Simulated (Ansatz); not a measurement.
**CsI (Pm-3m): lattice vibrations**

```
Cs I
1.0
     4.50319    0.00000    0.00000
     0.00000    4.50319    0.00000
     0.00000    0.00000    4.50319
Cs I
1 1
Cartesian
  0.0000 0.0000 0.0000
  2.2516 2.2516 2.2516
```

Unless marked otherwise, the numbers come from PBEsol, all-electron LAPW in Ansatz 0.2.0, scalar-relativistic. k mesh 6×6×6, fixed occupations, basis error target 0.5 meV/atom. The cell was relaxed by PAW under this functional, which moved its volume by -4 % from the database entry's.

Atoms are displaced by 0.01 Å in the smallest supercells that hold the wave vectors of a 2×2×2 mesh. Negative values stand for unstable modes. The zone centre has no LO-TO term.

(1) What are the phonon energies at the solved wave vectors, in cm⁻¹?

(2) Is the structure dynamically stable at these wave vectors?

(3) How do the optical zone-centre modes decompose, and which are active?

(4) How well do frozen-core PAW files reproduce these all-electron values?

(5) The cell is scaled evenly to 89.949 and 92.689 Å³ (from 91.319), with free atoms relaxed and the shape held. What are the mode Grüneisen parameters γ = −d ln ω/d ln V?

(6) Linear response on PAW files adds the field. What are the dielectric tensor, the Born charges and the LO shift?

## Answers

(1) 

| q | point | modes (cm⁻¹) |
| --- | --- | --- |
| 0.000 0.000 0.000 | Gamma | 58.8 (×3) |
| 0.500 0.000 0.000 | X | 38.6 (×2), 44.2 (×2), 67.5, 68.6 |
| 0.500 0.500 0.000 | M | 36.0, 40.6 (×3), 67.2 (×2) |
| 0.500 0.500 0.500 | R | 52.1 (×3), 59.0 (×3) |

(2) Yes, no mode is unstable there; wave vectors off this mesh aren't tested.

(3) Point group m-3m: Γ_opt = T1u.

| label | cm⁻¹ | activity | mostly |
| --- | --- | --- | --- |
| T1u | 58.8 | IR | I (51 %) |

(4) With a cutoff of 420 eV and displacements of 0.0025 Å, the r.m.s. difference over the modes is 0.0 cm⁻¹; the largest difference is 36.0 (PAW) against 36.0 cm⁻¹ (LAPW).

(5) For the highest mode, 69.9 cm⁻¹ in the small cell and 67.3 in the large one give γ ≈ 1.26. From the change of the dynamical matrix on each mode:

```tsv
point	cm⁻¹	γ
Gamma	58.8	3.02
X	38.6	3.21
X	44.2	3.07
X	67.5	1.57
X	68.6	1.26
M	36.0	3.43
M	40.6	-0.02
M	40.6	-0.02
M	40.6	3.39
M	67.2	2.82
R	52.1	2.00
R	59.0	2.18
```

Weighted by the modes' heat capacities at 300 K, the mean on this mesh is 2.33; it moves with the q mesh, and a coarse one overweights the zone boundary.

(6) ε∞ = (3.50, 3.50, 3.50) along x, y, z with local fields. Born charges (xx, yy, zz): Cs1 (1.32, 1.32, 1.32); I2 (-1.32, -1.32, -1.32). The highest zone-centre mode lies at 58.8 cm⁻¹ without the macroscopic field and at 87.1 cm⁻¹ with it, for q along x. Lyddane-Sachs-Teller then gives ε₀ = ε∞ (ω_LO/ω_TO)² = 7.70. With the ions free to follow the field, the program's ε₀ is (7.70, 7.70, 7.70).

Limits of these numbers: the frozen-core PAW files of the compared runs were fitted under PBE, their cores solved anew for this functional; semilocal gaps are low, and ε∞ tends to come out large.
